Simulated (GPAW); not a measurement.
# Ru (P6_3/mmc) in GPAW: a series of runs

One crystal, Ru, is run at these levels: PBE, r4SCAN; tasks: single point, relaxation of cell and atoms.

Everything below comes from runs of GPAW 26.7.0. Logs are shortened: lines on timing, memory, paths and dates and some standing lists are left out, and cuts for length are marked. The log counts tension as positive stress, the text compression.

## 1. Starting point

The structure is hexagonal, space group P6_3/mmc (No. 194). Conventional cell: a = 2.706 Å, b = 2.706 Å, c = 4.282 Å, α = 90.00°, β = 90.00°, γ = 120.00°. Around Ru (site symmetry -6m2) lie 12 Ru at 2.65 to 2.71 Å.

## 2. Single point, PBE

Contents of run.py:

```python
from ase.dft.bandgap import bandgap
from ase.io import read, write
from ase.units import GPa
from gpaw import GPAW, PW

atoms = read('POSCAR')

calc = GPAW(mode=PW(600),
            xc='PBE',
            kpts={'size': (8, 8, 5), 'gamma': True},
            occupations={'name': 'fermi-dirac', 'width': 0.05},
            nbands=29,
            convergence={'density': 1e-05, 'energy': 1e-05},
            maxiter=60,
            txt='gpaw.txt')
atoms.calc = calc
energy = atoms.get_potential_energy()
forces = atoms.get_forces()
stress = atoms.get_stress()
calc.write('gs.gpw')
write('result.traj', atoms)
print(f'Energy: {energy:.6f} eV')
print('Forces (eV/A):')
print(forces.round(4))
print('Stress (GPa):', (stress / GPa).round(3))
print('Fermi level:', round(calc.get_fermi_level(), 4), 'eV')
print(f'Gap: {bandgap(calc)[0]:.4f} eV, direct: {bandgap(calc, direct=True)[0]:.4f} eV')
```

Contents of POSCAR:

```
Ru
1.0
    2.7058000000      0.0000000000      0.0000000000
   -1.3529000000      2.3432915376      0.0000000000
    0.0000000000      0.0000000000      4.2819000000
Ru
2
Direct
    0.6666666667      0.3333333333      0.7500000000
    0.3333333333      0.6666666667      0.2500000000
```

Potentials or basis: GPAW PAW data sets (gpaw-data 1.2.1), pw.

Launch:

```bash
$ OMP_NUM_THREADS=1 python run.py
```

gpaw.txt:

```text
__  _  _
 | _ |_)|_||  |
 |__||  | ||/\| - 26.7.0

Input parameters:
  mode=PW(ecut=600.0),
  convergence={'density': 1e-05, 'energy': 1e-05},
  kpts=MonkhorstPack(size=(8, 8, 5), gamma=True),
  maxiter=60,
  nbands=29,
  occupations=Occupations(name='fermi-dirac', width=0.05),
  xc=XC(name='PBE')

Diagonalizing LCAO Hamiltonian
Converting LCAO to pw mode

          Ru

        Ru

Atoms  # Å, Bohr magnetons
|   | symbol |         x |        y |        z |    initial magnetic moments |
|---|--------|-----------|----------|----------|-----------------------------|
| 0 |     Ru |  1.352900 | 0.781097 | 3.211425 | ( 0.0000,  0.0000,  0.0000) |
| 1 |     Ru | -0.000000 | 1.562194 | 1.070475 | ( 0.0000,  0.0000,  0.0000) |

Unit cell  # Å
| periodic |         x |        y |        z |  lengths |     angles |
|----------|-----------|----------|----------|----------|------------|
|      yes |  2.705800 | 0.000000 | 0.000000 | 2.705800 |  90.000000 |
|      yes | -1.352900 | 2.343292 | 0.000000 | 2.705800 |  90.000000 |
|      yes |  0.000000 | 0.000000 | 4.281900 | 4.281900 | 120.000000 |

Number of symmetries: 12
Symmetry operations  # r_c * U_cc + t_c -> r_c
|    | kind |            matrix            |
|----|------|------------------------------|
|  0 |  σ   |  1, 1, 0,  0,-1, 0,  0, 0, 1 |
|  1 |  S6  |  1, 1, 0, -1, 0, 0,  0, 0,-1 |
|  2 |  E   |  1, 0, 0,  0, 1, 0,  0, 0, 1 |
|  3 |  C2  |  1, 0, 0, -1,-1, 0,  0, 0,-1 |
|  4 |  C2  |  0, 1, 0,  1, 0, 0,  0, 0,-1 |
|  5 |  C3  |  0, 1, 0, -1,-1, 0,  0, 0, 1 |
|  6 |  S6  |  0,-1, 0,  1, 1, 0,  0, 0,-1 |
|  7 |  σ   |  0,-1, 0, -1, 0, 0,  0, 0, 1 |
|  8 |  σ   | -1, 0, 0,  1, 1, 0,  0, 0, 1 |
|  9 |  i   | -1, 0, 0,  0,-1, 0,  0, 0,-1 |
| 10 |  C3  | -1,-1, 0,  1, 0, 0,  0, 0, 1 |
| 11 |  C2  | -1,-1, 0,  0, 1, 0,  0, 0,-1 |

BZ-sampling:
  Number of BZ points: 320
  Number of IBZ points: 40

  Monkhorst-Pack size: [8, 8, 5]
  Monkhorst-Pack shift: [0.0625, 0.0625, 0.0]

K-points  # in reciprocal-cell coordinates
|     |                                coordinates |     weight |
|-----|--------------------------------------------|------------|
|   0 | (  0.00000000,   0.00000000,   0.00000000) | 0.00312500 |
|   1 | (  0.00000000,   0.00000000,   0.20000000) | 0.00625000 |
|   2 | (  0.00000000,   0.00000000,   0.40000000) | 0.00625000 |
|   3 | (  0.12500000,   0.00000000,  -0.40000000) | 0.01875000 |
|   4 | (  0.12500000,   0.00000000,  -0.20000000) | 0.01875000 |
|   5 | (  0.12500000,   0.00000000,   0.00000000) | 0.01875000 |
|   6 | (  0.12500000,   0.00000000,   0.20000000) | 0.01875000 |
|   7 | (  0.12500000,   0.00000000,   0.40000000) | 0.01875000 |
|   8 | (  0.25000000,  -0.12500000,   0.00000000) | 0.01875000 |
|   9 | (  0.25000000,  -0.12500000,   0.20000000) | 0.03750000 |
| ... |                                            |            |
|  39 | (  0.50000000,   0.50000000,   0.40000000) | 0.01875000 |

Plane wave coefficients: 929
Cutoff: 600.0 eV

Spin-components: 1 (collinear spins)
Bands:           29
Projectors:      12
Spin-degeneracy: 2
Datatype:        complex128

Parallelization:
  kpt:    1
  domain: 1
  band:   1

Density:
  Valence electrons: 32.0
  Components: 1
  Grid points: [16 16 25]
  Charge: 0.0  # |e|

Potential:
  Grid points: [16 16 25]

species:
  Ru:
    name:    Ruthenium
    Z:       44.0
    valence: 16
    core:    28
    charge:  0.0  # [|e|]
    compensation charges:
      type: gauss
      rc: 0.39  # [Å]
      lmax: 2
    cutoffs:
      filter: 2.16  # [Å]
      core: 1.30  # [Å]
    projectors
    | kind |    occ | energy [eV] | rcut [Å] |
    |------|--------|-------------|----------|
    |   4s |  2.000 |     -76.316 |    1.281 |
    |   5s |  1.000 |      -4.236 |    1.281 |
    |   4p |  6.000 |     -46.423 |    1.286 |
    |   5p |  0.000 |      -0.913 |    1.286 |
    |   4d |  7.000 |      -5.203 |    1.254 |
    |    d |        |      22.008 |    1.254 |

    Using partial waves for Ru as LCAO basis

Reference energy: -246490.249966  # eV

eigensolver:
  PPCG
  Converge bands: occupied
  niter=2

density mixing:
  MSR1-Mixer
  Pratt-step length: 0.05
  Maximum mixing coefficient: 0.75
  Old densities: 10
  SVD Regularization: 0.005
  Good broyden scale: 1.0
  Trust region scale: 1.0
  Backstep threshold: 4.0
  History deletion threshold: 6.0
  Fourier metric: weight=20.0, sigma=0.015

occupation numbers:
  Fermi-Dirac:
    width: 0.0500  # eV

poisson solver:
  ecut: 4800.0  # eV

xc functional:
  name: PBE with 2 nearest neighbor stencil

convergence criteria:
- Maximum integral of absolute [dens]ity change: 1e-05 electrons / valence electron
- Maximum [total energy] change in last 3 cyles: 1e-05 eV / valence electron
- Maximum integral of absolute [eigenst]ate change: 4e-08 eV^2 / valence electron
maximum number of iterations: 60

SCF iterations
|iter     | |      energy | eigst |  dens |
|---------|-|-------------|-------|-------|
|iter:   1| |  -20.596628 | +0.18 |       |
|iter:   2| |  -20.256692 | -2.65 | -1.07 |
|iter:   3| |  -18.979879 | -1.65 | -1.12 |
|iter:   4| |  -18.975170 | -4.04 | -2.10 |
|iter:   5| |  -18.973868 | -3.94 | -2.37 |
|iter:   6| |  -18.973889 | -6.48 | -3.59 |
|iter:   7| |  -18.973894c| -6.84 | -3.91 |
|iter:   8| |  -18.973894c| -7.65c| -4.79 |
|iter:   9| |  -18.973894c| -8.15c| -5.18c|

Converged in 9 steps
Energy contributions relative to reference atoms: (reference = -246490.249966)

Energy contributions:
  Kinetic:          -5.323197
  Coulomb:          -2.045992
  Zero:             -0.346619
  External:          0.000000
  Xc:              -11.253241
  Entropy:          -0.009691
  Spinorbit:         0.000000
  ----------------------------
  Free energy:     -18.978740
  Extrapolated:    -18.973894

dipole moment: (0.000000, 0.000000, 0.000001)  # |e|*Ang

Fermi level: 13.423
Eigenvalues  # (at kpt = [0.000, 0.000, 0.000])
| band index |      eig [eV] | occ [0-2] |
|------------|---------------|-----------|
|          0 |       -59.688 |     2.000 |
|        ... |               |           |
|          9 |         7.290 |     2.000 |
|         10 |        10.856 |     2.000 |
|         11 |        10.856 |     2.000 |
|         12 |        11.025 |     2.000 |
|         13 |        11.532 |     2.000 |
|         14 |        11.532 |     2.000 |
[... 8 lines left out ...]
|         23 |        31.984 |     0.000 |
|         24 |        36.800 |     0.000 |
|        ... |               |           |
|         28 |        38.478 |     0.000 |

No gap
No difference between direct/indirect transitions

Forces  # eV/Ang
|        x |        y |        z |
|----------|----------|----------|
| -0.00000 | -0.00000 | -0.00009 |  # Ru   0
|  0.00000 |  0.00000 |  0.00009 |  # Ru   1

Stress tensor  # eV/Ang^3
|         x |         y |         z |
|-----------|-----------|-----------|
| -0.021278 | -0.000000 |  0.000000 |
| -0.000000 | -0.021278 |  0.000000 |
|  0.000000 |  0.000000 | -0.016505 |

# Writing to gs.gpw (mode='')
```

It took 17 s on 1 thread of Arm Neoverse V1, shared host; peak memory 0.15 GiB.

Results:

```yaml
Free_energy: -18.9787 eV
Pressure: 3.2 GPa
Band_gap_on_the_k_mesh: none (metal or under the smearing width)
```

Stress tensor (GPa, compression positive):
```
3.41 0.00 0.00
0.00 3.41 0.00
0.00 0.00 2.64
```

Levels at points of the mesh, in eV from the Fermi level:
```csv
k point,band 12,band 13,band 14,band 15,band 16,band 17,band 18,band 19,band 20,band 21
"(0.00, 0.00, 0.00)",-2.57,-2.40,-1.89,-1.89,-1.38,-1.38,1.18,1.18,1.33,10.34
"(0.50, 0.50, 0.00)",-2.99,-2.05,-1.76,-1.50,1.43,1.85,1.91,4.08,6.16,11.17
```

## 3. Relaxation of cell and atoms, r4SCAN

Contents of run.py:

```python
from ase import Atoms
from ase.filters import FrechetCellFilter
from ase.io import write
from ase.optimize import BFGS
from gpaw import GPAW, PW

atoms = Atoms(['Ru', 'Ru'],
              cell=[[2.7058, 0.0, 0.0],
                    [-1.3529, 2.3432915376, 0.0],
                    [0.0, 0.0, 4.2819]],
              scaled_positions=[[0.6666666667, 0.3333333333, 0.75],
                                [0.3333333333, 0.6666666667, 0.25]],
              pbc=True)

calc = GPAW(mode=PW(600),
            xc='MGGA_X_R4SCAN+MGGA_C_R2SCAN',
            kpts={'size': (8, 8, 5), 'gamma': True},
            occupations={'name': 'fermi-dirac', 'width': 0.05},
            nbands=29,
            convergence={'density': 1e-06, 'energy': 1e-06, 'eigenstates': 1e-10},
            maxiter=150,
            txt='gpaw.txt')
atoms.calc = calc
opt = BFGS(FrechetCellFilter(atoms), trajectory='relax.traj', logfile='-')
done = opt.run(fmax=0.02, steps=60)
calc.write('gs.gpw')
write('result.traj', atoms)
print('Converged:', done)
print('Cell:', atoms.cell.cellpar().round(4))
print('Volume:', round(atoms.get_volume(), 4))
print(atoms.get_scaled_positions().round(5))
```

Potentials or basis: GPAW PAW data sets (gpaw-data 1.2.1), pw.

Launch:

```bash
$ OMP_NUM_THREADS=1 python run.py
```

It took 4.8 min on 1 thread of Arm Neoverse V1, shared host; peak memory 0.55 GiB.

Results (log left out):

```
Free energy                            : -54.2988 eV
Relaxed volume                         : 13.44 Å³/atom
Relaxed cell                           : a = 2.700 Å, b = 2.700 Å, c = 4.259 Å, α = 90.00°, β = 90.00°, γ = 120.00°
Space group after relaxing (to 0.05 Å) : P6_3/mmc (No. 194)
Energy gained by relaxing              : 1.4 meV/atom
Ionic steps                            : 4
Pressure after relaxing                : 0.1 GPa
Band gap on the k mesh                 : none (metal or under the smearing width)
```

Stress tensor (GPa, compression positive):
```
 0.22  0.00  0.00
 0.00  0.22  0.00
 0.00  0.00 -0.16
```

The path:
| step | energy change (eV) | largest force (eV/Å) | pressure (GPa) | volume (Å³) |
| --- | --- | --- | --- | --- |
| 1 | 0.0000 | 0.0004 | -3.25 | 27.15 |
| 2 | -0.0023 | 0.0002 | -1.27 | 26.99 |
| 3 | -0.0028 | 0.0000 | 0.11 | 26.88 |
| 4 | -0.0028 | 0.0000 | 0.09 | 26.88 |

Final structure:
```xyz
2
Lattice="2.6998 0.0000 0.0000 -1.3499 2.3381 0.0000 0.0000 0.0000 4.2589" Properties=species:S:1:pos:R:3 pbc="T T T"
Ru    1.3499    0.7794    3.1942
Ru    0.0000    1.5587    1.0647
```

Levels at points of the mesh, in eV from the Fermi level:
| k point | band 12 | band 13 | band 14 | band 15 | band 16 | band 17 | band 18 | band 19 | band 20 | band 21 |
| --- | --- | --- | --- | --- | --- | --- | --- | --- | --- | --- |
| (0.00, 0.00, 0.00) | -2.72 | -2.53 | -2.02 | -2.02 | -1.53 | -1.53 | 1.25 | 1.25 | 1.49 | 11.00 |
| (0.50, 0.50, 0.00) | -3.22 | -2.18 | -1.84 | -1.58 | 1.48 | 1.93 | 2.02 | 4.31 | 6.52 | 11.86 |

Caveat: later steps reuse the first step's grids; the PAW data sets were made with another functional, which shifts forces and pressure a little.

## 4. Single point, PBE

Contents of run.py:

```python
from ase import Atoms
from ase.dft.bandgap import bandgap
from ase.io import write
from ase.units import GPa
from gpaw import GPAW, PW

atoms = Atoms(['Ru', 'Ru'],
              cell=[[2.7058, 0.0, 0.0],
                    [-1.3529, 2.3432915376, 0.0],
                    [0.0, 0.0, 4.2819]],
              scaled_positions=[[0.6666666667, 0.3333333333, 0.75],
                                [0.3333333333, 0.6666666667, 0.25]],
              pbc=True)

calc = GPAW(mode=PW(700),
            xc='PBE',
            kpts={'size': (8, 8, 5), 'gamma': True},
            occupations={'name': 'fermi-dirac', 'width': 0.05},
            nbands=29,
            convergence={'density': 1e-05, 'energy': 1e-05},
            maxiter=50,
            txt='gpaw.txt')
atoms.calc = calc
energy = atoms.get_potential_energy()
forces = atoms.get_forces()
stress = atoms.get_stress()
calc.write('gs.gpw')
write('result.traj', atoms)
print(f'Energy: {energy:.6f} eV')
print('Forces (eV/A):')
print(forces.round(4))
print('Stress (GPa):', (stress / GPa).round(3))
print('Fermi level:', round(calc.get_fermi_level(), 4), 'eV')
print(f'Gap: {bandgap(calc)[0]:.4f} eV, direct: {bandgap(calc, direct=True)[0]:.4f} eV')
```

Potentials or basis: GPAW PAW data sets (gpaw-data 1.2.1), pw.

Launch:

```bash
$ OMP_NUM_THREADS=1 python run.py
```

gpaw.txt:

```text
__  _  _
 | _ |_)|_||  |
 |__||  | ||/\| - 26.7.0

Input parameters:
  mode=PW(ecut=700.0),
  convergence={'density': 1e-05, 'energy': 1e-05},
  kpts=MonkhorstPack(size=(8, 8, 5), gamma=True),
  maxiter=50,
  nbands=29,
  occupations=Occupations(name='fermi-dirac', width=0.05),
  xc=XC(name='PBE')

Diagonalizing LCAO Hamiltonian
Converting LCAO to pw mode

          Ru

        Ru

Atoms  # Å, Bohr magnetons
|   | symbol |         x |        y |        z |    initial magnetic moments |
|---|--------|-----------|----------|----------|-----------------------------|
| 0 |     Ru |  1.352900 | 0.781097 | 3.211425 | ( 0.0000,  0.0000,  0.0000) |
| 1 |     Ru | -0.000000 | 1.562194 | 1.070475 | ( 0.0000,  0.0000,  0.0000) |

Unit cell  # Å
| periodic |         x |        y |        z |  lengths |     angles |
|----------|-----------|----------|----------|----------|------------|
|      yes |  2.705800 | 0.000000 | 0.000000 | 2.705800 |  90.000000 |
|      yes | -1.352900 | 2.343292 | 0.000000 | 2.705800 |  90.000000 |
|      yes |  0.000000 | 0.000000 | 4.281900 | 4.281900 | 120.000000 |

Number of symmetries: 12
Symmetry operations  # r_c * U_cc + t_c -> r_c
|    | kind |            matrix            |
|----|------|------------------------------|
|  0 |  σ   |  1, 1, 0,  0,-1, 0,  0, 0, 1 |
|  1 |  S6  |  1, 1, 0, -1, 0, 0,  0, 0,-1 |
|  2 |  E   |  1, 0, 0,  0, 1, 0,  0, 0, 1 |
|  3 |  C2  |  1, 0, 0, -1,-1, 0,  0, 0,-1 |
|  4 |  C2  |  0, 1, 0,  1, 0, 0,  0, 0,-1 |
|  5 |  C3  |  0, 1, 0, -1,-1, 0,  0, 0, 1 |
|  6 |  S6  |  0,-1, 0,  1, 1, 0,  0, 0,-1 |
|  7 |  σ   |  0,-1, 0, -1, 0, 0,  0, 0, 1 |
|  8 |  σ   | -1, 0, 0,  1, 1, 0,  0, 0, 1 |
|  9 |  i   | -1, 0, 0,  0,-1, 0,  0, 0,-1 |
| 10 |  C3  | -1,-1, 0,  1, 0, 0,  0, 0, 1 |
| 11 |  C2  | -1,-1, 0,  0, 1, 0,  0, 0,-1 |

BZ-sampling:
  Number of BZ points: 320
  Number of IBZ points: 40

  Monkhorst-Pack size: [8, 8, 5]
  Monkhorst-Pack shift: [0.0625, 0.0625, 0.0]

K-points  # in reciprocal-cell coordinates
|     |                                coordinates |     weight |
|-----|--------------------------------------------|------------|
|   0 | (  0.00000000,   0.00000000,   0.00000000) | 0.00312500 |
|   1 | (  0.00000000,   0.00000000,   0.20000000) | 0.00625000 |
|   2 | (  0.00000000,   0.00000000,   0.40000000) | 0.00625000 |
|   3 | (  0.12500000,   0.00000000,  -0.40000000) | 0.01875000 |
|   4 | (  0.12500000,   0.00000000,  -0.20000000) | 0.01875000 |
|   5 | (  0.12500000,   0.00000000,   0.00000000) | 0.01875000 |
|   6 | (  0.12500000,   0.00000000,   0.20000000) | 0.01875000 |
|   7 | (  0.12500000,   0.00000000,   0.40000000) | 0.01875000 |
|   8 | (  0.25000000,  -0.12500000,   0.00000000) | 0.01875000 |
|   9 | (  0.25000000,  -0.12500000,   0.20000000) | 0.03750000 |
| ... |                                            |            |
|  39 | (  0.50000000,   0.50000000,   0.40000000) | 0.01875000 |

Plane wave coefficients: 1158
Cutoff: 700.0 eV

Spin-components: 1 (collinear spins)
Bands:           29
Projectors:      12
Spin-degeneracy: 2
Datatype:        complex128

Parallelization:
  kpt:    1
  domain: 1
  band:   1

Density:
  Valence electrons: 32.0
  Components: 1
  Grid points: [18 18 27]
  Charge: 0.0  # |e|

Potential:
  Grid points: [18 18 27]

species:
  Ru:
    name:    Ruthenium
    Z:       44.0
    valence: 16
    core:    28
    charge:  0.0  # [|e|]
    compensation charges:
      type: gauss
      rc: 0.39  # [Å]
      lmax: 2
    cutoffs:
      filter: 2.16  # [Å]
      core: 1.30  # [Å]
    projectors
    | kind |    occ | energy [eV] | rcut [Å] |
    |------|--------|-------------|----------|
    |   4s |  2.000 |     -76.316 |    1.281 |
    |   5s |  1.000 |      -4.236 |    1.281 |
    |   4p |  6.000 |     -46.423 |    1.286 |
    |   5p |  0.000 |      -0.913 |    1.286 |
    |   4d |  7.000 |      -5.203 |    1.254 |
    |    d |        |      22.008 |    1.254 |

    Using partial waves for Ru as LCAO basis

Reference energy: -246490.249966  # eV

eigensolver:
  PPCG
  Converge bands: occupied
  niter=2

density mixing:
  MSR1-Mixer
  Pratt-step length: 0.05
  Maximum mixing coefficient: 0.75
  Old densities: 10
  SVD Regularization: 0.005
  Good broyden scale: 1.0
  Trust region scale: 1.0
  Backstep threshold: 4.0
  History deletion threshold: 6.0
  Fourier metric: weight=20.0, sigma=0.015

occupation numbers:
  Fermi-Dirac:
    width: 0.0500  # eV

poisson solver:
  ecut: 5600.0  # eV

xc functional:
  name: PBE with 2 nearest neighbor stencil

convergence criteria:
- Maximum integral of absolute [dens]ity change: 1e-05 electrons / valence electron
- Maximum [total energy] change in last 3 cyles: 1e-05 eV / valence electron
- Maximum integral of absolute [eigenst]ate change: 4e-08 eV^2 / valence electron
maximum number of iterations: 50

SCF iterations
|iter     | |      energy | eigst |  dens |
|---------|-|-------------|-------|-------|
|iter:   1| |  -20.601816 | +0.22 |       |
|iter:   2| |  -20.262072 | -2.62 | -1.07 |
|iter:   3| |  -18.985945 | -1.64 | -1.12 |
|iter:   4| |  -18.981385 | -4.01 | -2.10 |
|iter:   5| |  -18.980173 | -3.91 | -2.36 |
|iter:   6| |  -18.980195 | -6.45 | -3.59 |
|iter:   7| |  -18.980200c| -6.81 | -3.91 |
|iter:   8| |  -18.980200c| -7.71c| -4.85 |
|iter:   9| |  -18.980200c| -8.60c| -5.43c|

Converged in 9 steps
Energy contributions relative to reference atoms: (reference = -246490.249966)

Energy contributions:
  Kinetic:          -5.409742
  Coulomb:          -1.969583
  Zero:             -0.346758
  External:          0.000000
  Xc:              -11.249272
  Entropy:          -0.009690
  Spinorbit:         0.000000
  ----------------------------
  Free energy:     -18.985045
  Extrapolated:    -18.980200

dipole moment: (0.000000, 0.000000, 0.000001)  # |e|*Ang

Fermi level: 13.423
Eigenvalues  # (at kpt = [0.000, 0.000, 0.000])
| band index |      eig [eV] | occ [0-2] |
|------------|---------------|-----------|
|          0 |       -59.688 |     2.000 |
|        ... |               |           |
|          9 |         7.290 |     2.000 |
|         10 |        10.856 |     2.000 |
|         11 |        10.856 |     2.000 |
|         12 |        11.025 |     2.000 |
|         13 |        11.532 |     2.000 |
|         14 |        11.532 |     2.000 |
[... 8 lines left out ...]
|         23 |        31.984 |     0.000 |
|         24 |        36.800 |     0.000 |
|        ... |               |           |
|         28 |        38.478 |     0.000 |

No gap
No difference between direct/indirect transitions

Forces  # eV/Ang
|        x |        y |        z |
|----------|----------|----------|
| -0.00000 |  0.00000 |  0.00027 |  # Ru   0
|  0.00000 | -0.00000 | -0.00027 |  # Ru   1

Stress tensor  # eV/Ang^3
|         x |         y |         z |
|-----------|-----------|-----------|
| -0.022565 | -0.000000 |  0.000000 |
| -0.000000 | -0.022565 | -0.000000 |
|  0.000000 | -0.000000 | -0.017800 |

# Writing to gs.gpw (mode='')
```

Wall time 27 s (1 thread of Arm Neoverse V1, shared host); peak memory 0.17 GiB.

Results:

```yaml
Free_energy: -18.9850 eV
Pressure: 3.4 GPa
Band_gap_on_the_k_mesh: none (metal or under the smearing width)
```

Levels at points of the mesh, in eV from the Fermi level:
```csv
k point,band 12,band 13,band 14,band 15,band 16,band 17,band 18,band 19,band 20,band 21
"(0.00, 0.00, 0.00)",-2.57,-2.40,-1.89,-1.89,-1.38,-1.38,1.18,1.18,1.33,10.34
"(0.50, 0.50, 0.00)",-2.99,-2.05,-1.76,-1.50,1.43,1.85,1.91,4.08,6.16,11.17
```

(Continued in part 2 of 2.)
